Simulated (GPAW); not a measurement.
# TaN (Pm-3m) in GPAW: convergence with density grid spacing (A)

Aim: find how far density grid spacing (A) must go before the results for TaN settle, at PBE. This setting moves, with any that are tied to it; all else stays.

All numbers are computed with GPAW 26.7.0; they aren't measurements. Logs are shortened: lines on timing, memory, paths and dates and some standing lists are left out, and cuts for length are marked. The log counts tension as positive stress, the text compression.

## Step 1: Starting point

The structure is cubic, space group Pm-3m (No. 221). Conventional cell: a = 2.732 Å, b = 2.732 Å, c = 2.732 Å, α = 90.00°, β = 90.00°, γ = 90.00°. Around Ta (site symmetry m-3m) lie 8 N at 2.37 Å. N (site symmetry m-3m) has 8 Ta at 2.37 Å as nearest neighbours.

The cell comes from a database or a generator and needn't be the stable form of this composition.

## Step 2: With density grid spacing (A) 0.24

The input, run.py:

```python
from ase.dft.bandgap import bandgap
from ase.io import read, write
from ase.units import GPa
from gpaw import GPAW, PW

atoms = read('POSCAR')

calc = GPAW(mode=PW(800),
            h=0.24,
            xc='PBE',
            kpts={'size': (10, 10, 10), 'gamma': True},
            occupations={'name': 'fermi-dirac', 'width': 0.05},
            nbands=19,
            convergence={'density': 1e-05, 'energy': 1e-05},
            maxiter=100,
            txt='gpaw.txt')
atoms.calc = calc
energy = atoms.get_potential_energy()
forces = atoms.get_forces()
stress = atoms.get_stress()
calc.write('gs.gpw')
write('result.traj', atoms)
print(f'Energy: {energy:.6f} eV')
print('Forces (eV/A):')
print(forces.round(4))
print('Stress (GPa):', (stress / GPa).round(3))
print('Fermi level:', round(calc.get_fermi_level(), 4), 'eV')
print(f'Gap: {bandgap(calc)[0]:.4f} eV, direct: {bandgap(calc, direct=True)[0]:.4f} eV')
```

The input, POSCAR:

```
TaN
1.0
    2.7323076900      0.0000000000      0.0000000000
    0.0000000000      2.7323076900      0.0000000000
    0.0000000000      0.0000000000      2.7323076900
Ta N
1 1
Direct
    0.0000000000      0.0000000000      0.0000000000
    0.5000000000      0.5000000000      0.5000000000
```

Potentials or basis: GPAW PAW data sets (gpaw-data 1.2.1), pw.

The run is started by

```bash
$ OMP_NUM_THREADS=1 python run.py
```

It took 1.8 s on 1 thread of Arm Neoverse V1, shared host; peak memory 0.12 GiB.

The input was rejected before any iteration.

## Step 3: With density grid spacing (A) 0.2

Changes to run.py since step 2:

```diff
@@ -8,3 +8,3 @@
 calc = GPAW(mode=PW(800),
-            h=0.24,
+            h=0.2,
             xc='PBE',
```

POSCAR is that of step 2.

Potentials or basis: GPAW PAW data sets (gpaw-data 1.2.1), pw.

The run is started by

```bash
$ OMP_NUM_THREADS=1 python run.py
```

gpaw.txt:

```text
__  _  _
 | _ |_)|_||  |
 |__||  | ||/\| - 26.7.0

Input parameters:
  mode=PW(ecut=800.0),
  convergence={'density': 1e-05, 'energy': 1e-05},
  h=0.2,
  kpts=MonkhorstPack(size=(10, 10, 10), gamma=True),
  maxiter=100,
  nbands=19,
  occupations=Occupations(name='fermi-dirac', width=0.05),
  xc=XC(name='PBE')

Diagonalizing LCAO Hamiltonian
Converting LCAO to pw mode
   .------.
  /|      |
 * |      |
 | .-N----.
 |/      /
 Ta-----*

Atoms  # Å, Bohr magnetons
|   | symbol |        x |        y |        z |    initial magnetic moments |
|---|--------|----------|----------|----------|-----------------------------|
| 0 |     Ta | 0.000000 | 0.000000 | 0.000000 | ( 0.0000,  0.0000,  0.0000) |
| 1 |      N | 1.366154 | 1.366154 | 1.366154 | ( 0.0000,  0.0000,  0.0000) |

Unit cell  # Å
| periodic |        x |        y |        z |  lengths |    angles |
|----------|----------|----------|----------|----------|-----------|
|      yes | 2.732308 | 0.000000 | 0.000000 | 2.732308 | 90.000000 |
|      yes | 0.000000 | 2.732308 | 0.000000 | 2.732308 | 90.000000 |
|      yes | 0.000000 | 0.000000 | 2.732308 | 2.732308 | 90.000000 |

Number of symmetries: 48
Symmetry operations  # r_c * U_cc + t_c -> r_c
|    | kind |            matrix            |
|----|------|------------------------------|
|  0 |  E   |  1, 0, 0,  0, 1, 0,  0, 0, 1 |
|  1 |  σ   |  1, 0, 0,  0, 1, 0,  0, 0,-1 |
|  2 |  σ   |  1, 0, 0,  0, 0, 1,  0, 1, 0 |
|  3 |  C4  |  1, 0, 0,  0, 0, 1,  0,-1, 0 |
|  4 |  C4  |  1, 0, 0,  0, 0,-1,  0, 1, 0 |
|  5 |  σ   |  1, 0, 0,  0, 0,-1,  0,-1, 0 |
|  6 |  σ   |  1, 0, 0,  0,-1, 0,  0, 0, 1 |
|  7 |  C2  |  1, 0, 0,  0,-1, 0,  0, 0,-1 |
|  8 |  σ   |  0, 1, 0,  1, 0, 0,  0, 0, 1 |
|  9 |  C2  |  0, 1, 0,  1, 0, 0,  0, 0,-1 |
| 10 |  C3  |  0, 1, 0,  0, 0, 1,  1, 0, 0 |
| 11 |  S6  |  0, 1, 0,  0, 0, 1, -1, 0, 0 |
| 12 |  S6  |  0, 1, 0,  0, 0,-1,  1, 0, 0 |
| 13 |  C3  |  0, 1, 0,  0, 0,-1, -1, 0, 0 |
| 14 |  C4  |  0, 1, 0, -1, 0, 0,  0, 0, 1 |
| 15 |  S4  |  0, 1, 0, -1, 0, 0,  0, 0,-1 |
| 16 |  C3  |  0, 0, 1,  1, 0, 0,  0, 1, 0 |
| 17 |  S6  |  0, 0, 1,  1, 0, 0,  0,-1, 0 |
| 18 |  σ   |  0, 0, 1,  0, 1, 0,  1, 0, 0 |
| 19 |  C4  |  0, 0, 1,  0, 1, 0, -1, 0, 0 |
| 20 |  C2  |  0, 0, 1,  0,-1, 0,  1, 0, 0 |
| 21 |  S4  |  0, 0, 1,  0,-1, 0, -1, 0, 0 |
| 22 |  S6  |  0, 0, 1, -1, 0, 0,  0, 1, 0 |
| 23 |  C3  |  0, 0, 1, -1, 0, 0,  0,-1, 0 |
| 24 |  S6  |  0, 0,-1,  1, 0, 0,  0, 1, 0 |
| 25 |  C3  |  0, 0,-1,  1, 0, 0,  0,-1, 0 |
| 26 |  C4  |  0, 0,-1,  0, 1, 0,  1, 0, 0 |
| 27 |  σ   |  0, 0,-1,  0, 1, 0, -1, 0, 0 |
| 28 |  S4  |  0, 0,-1,  0,-1, 0,  1, 0, 0 |
| 29 |  C2  |  0, 0,-1,  0,-1, 0, -1, 0, 0 |
| 30 |  C3  |  0, 0,-1, -1, 0, 0,  0, 1, 0 |
| 31 |  S6  |  0, 0,-1, -1, 0, 0,  0,-1, 0 |
| 32 |  C4  |  0,-1, 0,  1, 0, 0,  0, 0, 1 |
| 33 |  S4  |  0,-1, 0,  1, 0, 0,  0, 0,-1 |
| 34 |  S6  |  0,-1, 0,  0, 0, 1,  1, 0, 0 |
| 35 |  C3  |  0,-1, 0,  0, 0, 1, -1, 0, 0 |
| 36 |  C3  |  0,-1, 0,  0, 0,-1,  1, 0, 0 |
| 37 |  S6  |  0,-1, 0,  0, 0,-1, -1, 0, 0 |
| 38 |  σ   |  0,-1, 0, -1, 0, 0,  0, 0, 1 |
| 39 |  C2  |  0,-1, 0, -1, 0, 0,  0, 0,-1 |
| 40 |  σ   | -1, 0, 0,  0, 1, 0,  0, 0, 1 |
| 41 |  C2  | -1, 0, 0,  0, 1, 0,  0, 0,-1 |
| 42 |  C2  | -1, 0, 0,  0, 0, 1,  0, 1, 0 |
| 43 |  S4  | -1, 0, 0,  0, 0, 1,  0,-1, 0 |
| 44 |  S4  | -1, 0, 0,  0, 0,-1,  0, 1, 0 |
| 45 |  C2  | -1, 0, 0,  0, 0,-1,  0,-1, 0 |
| 46 |  C2  | -1, 0, 0,  0,-1, 0,  0, 0, 1 |
| 47 |  i   | -1, 0, 0,  0,-1, 0,  0, 0,-1 |

BZ-sampling:
  Number of BZ points: 1000
  Number of IBZ points: 56

  Monkhorst-Pack size: [10, 10, 10]
  Monkhorst-Pack shift: [0.05, 0.05, 0.05]

K-points  # in reciprocal-cell coordinates
|     |                                coordinates |     weight |
|-----|--------------------------------------------|------------|
|   0 | (  0.00000000,   0.00000000,   0.00000000) | 0.00100000 |
|   1 | (  0.10000000,   0.00000000,   0.00000000) | 0.00600000 |
|   2 | (  0.10000000,   0.10000000,   0.00000000) | 0.01200000 |
|   3 | (  0.10000000,   0.10000000,   0.10000000) | 0.00800000 |
|   4 | (  0.20000000,   0.00000000,   0.00000000) | 0.00600000 |
|   5 | (  0.20000000,   0.10000000,   0.00000000) | 0.02400000 |
|   6 | (  0.20000000,   0.10000000,   0.10000000) | 0.02400000 |
|   7 | (  0.20000000,   0.20000000,   0.00000000) | 0.01200000 |
|   8 | (  0.20000000,   0.20000000,   0.10000000) | 0.02400000 |
|   9 | (  0.20000000,   0.20000000,   0.20000000) | 0.00800000 |
| ... |                                            |            |
|  55 | (  0.50000000,   0.50000000,   0.50000000) | 0.00100000 |

Plane wave coefficients: 1068
Cutoff: 800.0 eV

Spin-components: 1 (collinear spins)
Bands:           19
Projectors:      11
Spin-degeneracy: 2
Datatype:        complex128

Parallelization:
  kpt:    1
  domain: 1
  band:   1

Density:
  Valence electrons: 18.0
  Components: 1
  Grid points: [14 14 14]
  Charge: 0.0  # |e|

Potential:
  Grid points: [14 14 14]

species:
  Ta:
    name:    Tantalum
    Z:       73.0
    valence: 13
    core:    60
    charge:  0.0  # [|e|]
    compensation charges:
      type: gauss
      rc: 0.42  # [Å]
      lmax: 2
    cutoffs:
      filter: 2.36  # [Å]
      core: 3.45  # [Å]
    projectors
    | kind |    occ | energy [eV] | rcut [Å] |
    |------|--------|-------------|----------|
    |   5s |  2.000 |     -72.790 |    1.365 |
    |   6s |  2.000 |      -5.429 |    1.365 |
    |   5p |  6.000 |     -39.427 |    1.349 |
    |   6p |  0.000 |      -1.396 |    1.349 |
    |   5d |  3.000 |      -3.603 |    1.307 |
    |    d |        |      23.609 |    1.307 |

    Using partial waves for Ta as LCAO basis

  N:
    name:    Nitrogen
    Z:       7.0
    valence: 5
    core:    2
    charge:  0.0  # [|e|]
    compensation charges:
      type: gauss
      rc: 0.18  # [Å]
      lmax: 2
    cutoffs:
      filter: 1.11  # [Å]
      core: 0.96  # [Å]
    projectors
    | kind |    occ | energy [eV] | rcut [Å] |
    |------|--------|-------------|----------|
    |   2s |  2.000 |     -18.583 |    0.603 |
    |   2p |  3.000 |      -7.089 |    0.529 |
    |    s |        |       8.629 |    0.603 |
    |    p |        |      20.123 |    0.529 |
    |    d |        |       0.000 |    0.577 |

    Using partial waves for N as LCAO basis

Reference energy: -425654.162905  # eV

eigensolver:
  PPCG
  Converge bands: occupied
  niter=2

density mixing:
  MSR1-Mixer
  Pratt-step length: 0.05
  Maximum mixing coefficient: 0.75
  Old densities: 10
  SVD Regularization: 0.005
  Good broyden scale: 1.0
  Trust region scale: 1.0
  Backstep threshold: 4.0
  History deletion threshold: 6.0
  Fourier metric: weight=20.0, sigma=0.015

occupation numbers:
  Fermi-Dirac:
    width: 0.0500  # eV

poisson solver:
  ecut: 6400.0  # eV

xc functional:
  name: PBE with 2 nearest neighbor stencil

convergence criteria:
- Maximum integral of absolute [dens]ity change: 1e-05 electrons / valence electron
- Maximum [total energy] change in last 3 cyles: 1e-05 eV / valence electron
- Maximum integral of absolute [eigenst]ate change: 4e-08 eV^2 / valence electron
maximum number of iterations: 100

SCF iterations
|iter     | |      energy | eigst |  dens |
|---------|-|-------------|-------|-------|
|iter:   1| |  -20.067638 | -0.08 |       |
|iter:   2| |  -19.722786 | -2.55 | -1.02 |
|iter:   3| |  -18.994687 | -1.75 | -1.08 |
|iter:   4| |  -19.008685 | -3.23 | -1.65 |
|iter:   5| |  -19.020936 | -3.30 | -1.86 |
|iter:   6| |  -19.020836 | -4.95 | -2.90 |
|iter:   7| |  -19.020837c| -6.94 | -3.72 |
|iter:   8| |  -19.020837c| -7.81c| -4.18 |
|iter:   9| |  -19.020837c| -8.48c| -5.10c|

Converged in 9 steps
Energy contributions relative to reference atoms: (reference = -425654.162905)

Energy contributions:
  Kinetic:          19.323683
  Coulomb:         -18.537733
  Zero:             -0.070488
  External:          0.000000
  Xc:              -19.736216
  Entropy:          -0.000165
  Spinorbit:         0.000000
  ----------------------------
  Free energy:     -19.020919
  Extrapolated:    -19.020837

dipole moment: (-9.778368, -9.778368, -9.778368)  # |e|*Ang

Fermi level: 15.791
Eigenvalues  # (at kpt = [0.000, 0.000, 0.000])
| band index |      eig [eV] | occ [0-2] |
|------------|---------------|-----------|
|          0 |       -53.252 |     2.000 |
|        ... |               |           |
|          2 |       -19.468 |     2.000 |
|          3 |       -19.468 |     2.000 |
|          4 |        -2.631 |     2.000 |
|          5 |        10.896 |     2.000 |
|          6 |        10.896 |     2.000 |
|          7 |        13.035 |     2.000 |
[... 9 lines left out ...]
|         17 |        37.398 |     0.000 |
|         18 |        37.398 |     0.000 |

No gap
No difference between direct/indirect transitions

Forces  # eV/Ang
|       x |       y |       z |
|---------|---------|---------|
| 0.00000 | 0.00000 | 0.00000 |  # Ta   0
| 0.00000 | 0.00000 | 0.00000 |  # N    1

Stress tensor  # eV/Ang^3
|         x |         y |         z |
|-----------|-----------|-----------|
| -0.034864 |  0.000000 |  0.000000 |
|  0.000000 | -0.034864 |  0.000000 |
|  0.000000 |  0.000000 | -0.034864 |

# Writing to gs.gpw (mode='')
```

Run time: 13 s. Hardware: 1 thread of Arm Neoverse V1, shared host; peak memory 0.16 GiB.

Results:

```
Free energy            : -19.0209 eV
Pressure               : 5.6 GPa
Band gap on the k mesh : none (metal or under the smearing width)
```

## Step 4: With density grid spacing (A) 0.17

Changes to run.py since step 3:

```diff
@@ -8,3 +8,3 @@
 calc = GPAW(mode=PW(800),
-            h=0.2,
+            h=0.17,
             xc='PBE',
```

POSCAR is that of step 3.

The run is started by

```bash
$ OMP_NUM_THREADS=1 python run.py
```

It took 20 s on 1 thread of Arm Neoverse V1, shared host; peak memory 0.16 GiB.

Results:

- Free energy: -19.0146 eV
- Pressure: 5.7 GPa
- Band gap on the k mesh: none (metal or under the smearing width)

## Step 5: With density grid spacing (A) 0.15

Changes to run.py since step 4:

```diff
@@ -8,3 +8,3 @@
 calc = GPAW(mode=PW(800),
-            h=0.17,
+            h=0.15,
             xc='PBE',
```

POSCAR is that of step 4.

The run is started by

```bash
$ OMP_NUM_THREADS=1 python run.py
```

Wall time 18 s (1 thread of Arm Neoverse V1, shared host); peak memory 0.16 GiB.

The run converged. Its results:

* Free energy: -19.0147 eV
* Pressure: 5.7 GPa
* Band gap on the k mesh: none (metal or under the smearing width)

## Step 6: With density grid spacing (A) 0.13

Changes to run.py since step 5:

```diff
@@ -8,3 +8,3 @@
 calc = GPAW(mode=PW(800),
-            h=0.15,
+            h=0.13,
             xc='PBE',
```

POSCAR is that of step 5.

Potentials or basis: GPAW PAW data sets (gpaw-data 1.2.1), pw.

The run is started by

```bash
$ OMP_NUM_THREADS=1 python run.py
```

Wall time 31 s (1 thread of Arm Neoverse V1, shared host); peak memory 0.18 GiB.

Results (log left out):

| Property | Result |
| --- | --- |
| Free energy | -19.0148 eV |
| Pressure | 5.7 GPa |
| Band gap on the k mesh | none (metal or under the smearing width) |

## Step 7: With density grid spacing (A) 0.11

Changes to run.py since step 6:

```diff
@@ -8,3 +8,3 @@
 calc = GPAW(mode=PW(800),
-            h=0.13,
+            h=0.11,
             xc='PBE',
```

POSCAR is that of step 6.

The run is started by

```bash
$ OMP_NUM_THREADS=1 python run.py
```

It took 29 s on 1 thread of Arm Neoverse V1, shared host; peak memory 0.18 GiB.

It converged, with:

| Property | Result |
| --- | --- |
| Free energy | -19.0149 eV |
| Pressure | 5.7 GPa |
| Band gap on the k mesh | none (metal or under the smearing width) |

## Step 8: With density grid spacing (A) 0.09

Changes to run.py since step 7:

```diff
@@ -8,3 +8,3 @@
 calc = GPAW(mode=PW(800),
-            h=0.11,
+            h=0.09,
             xc='PBE',
```

POSCAR is that of step 7.

The run is started by

```bash
$ OMP_NUM_THREADS=1 python run.py
```

Wall time 45 s (1 thread of Arm Neoverse V1, shared host); peak memory 0.24 GiB.

It converged, with:

| Property | Result |
| --- | --- |
| Free energy | -19.0149 eV |
| Pressure | 5.7 GPa |
| Band gap on the k mesh | none (metal or under the smearing width) |

## Step 9: Summary

```
density grid spacing (A)  energy less the tightest run, at zero smearing (meV/atom)  pressure (GPa)  SCF cycles  CPU time (s)  peak memory (GiB)
                    0.24                                                    refused               -           -             -                  -
                     0.2                                                      -3.00            5.59           9            13               0.16
                    0.17                                                       0.18            5.75           9            20               0.16
                    0.15                                                       0.10            5.75           9            18               0.16
                    0.13                                                       0.04            5.75           9            31               0.18
                    0.11                                                       0.03            5.75           9            29               0.18
                    0.09                                                       0.00            5.75           9            45               0.24
```

Against the tightest run, the energy stays within 1 meV/atom from 0.17 on; the pressure stays within 0.1 GPa from 0.17 on. The tightest run that finished is the yardstick and may itself not be fully converged.
